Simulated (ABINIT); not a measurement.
Runs of ABINIT 10.8.3 (patched build) on MgS (Niningerite). Symmetry: Fm-3m, No. 225, cubic system. Conventional cell: a = 5.203 Å, b = 5.203 Å, c = 5.203 Å, α = 90.00°, β = 90.00°, γ = 90.00°. S (site symmetry m-3m) has 6 Mg at 2.60 Å as nearest neighbours. Mg (site symmetry m-3m) is surrounded by 6 S at 2.60 Å. 

```csv
task,level,potentials or basis,cell,k mesh,cutoff (eV),smearing,cell freedom (optcell),optimiser (ionmov),cutoff smearing ecutsm (Ha),force stop (Ha/bohr),stop of the response cycle (tolvrs),gap on the mesh (eV),pressure (GPa)
relaxation of cell and atoms,PBEsol,PseudoDojo NC SR PBEsol v0.4.1 standard,relaxed,7 × 7 × 7,1143,fermi-dirac 0.05 eV,2,2,0.5,2e-05,-,2.94,0.0
dielectric tensor,PBE,PseudoDojo NC SR PBE v0.4.1 standard,as given,"4 × 4 × 4, with 4 shifts",1088,fixed,-,-,-,-,1e-09,-,1.1
dielectric tensor,PBEsol,PseudoDojo NC SR PBEsol v0.4.1 standard,as given,"4 × 4 × 4, with 4 shifts",1034,fixed,-,-,-,-,1e-09,-,-1.4
optical spectrum,PBE,PseudoDojo NC SR PBE v0.4.1 standard,as given,"6 × 6 × 6, with 4 shifts",1088,fixed,-,-,-,-,-,-,1.1
single point,PBE,PseudoDojo NC SR PBE v0.4.1 standard,as given,7 × 7 × 7,1143,fermi-dirac 0.05 eV,-,-,-,-,-,3.00,1.2
dielectric tensor,LDA,PseudoDojo NC SR LDA v0.4 stringent,as given,"4 × 4 × 4, with 4 shifts",1034,fixed,-,-,-,-,1e-08,-,(a)
single point,PBEsol,PseudoDojo NC SR PBEsol v0.4.1 standard,as given,7 × 7 × 7,1034,fermi-dirac 0.05 eV,-,-,-,-,-,(b),-1.4
```

Alike in all rows: no spin polarisation.

Question: Estimate the missing entries.

Answer: (a) -3.7; (b) 2.91.

Caveats: an odd mesh through Γ misses points on the zone boundary, where band edges often lie (some runs); spectra need much finer meshes, so this one isn't converged (some runs); the cell is more than 3 GPa from zero pressure, which shifts response properties (some runs).

Not every run made on this cell is shown here.
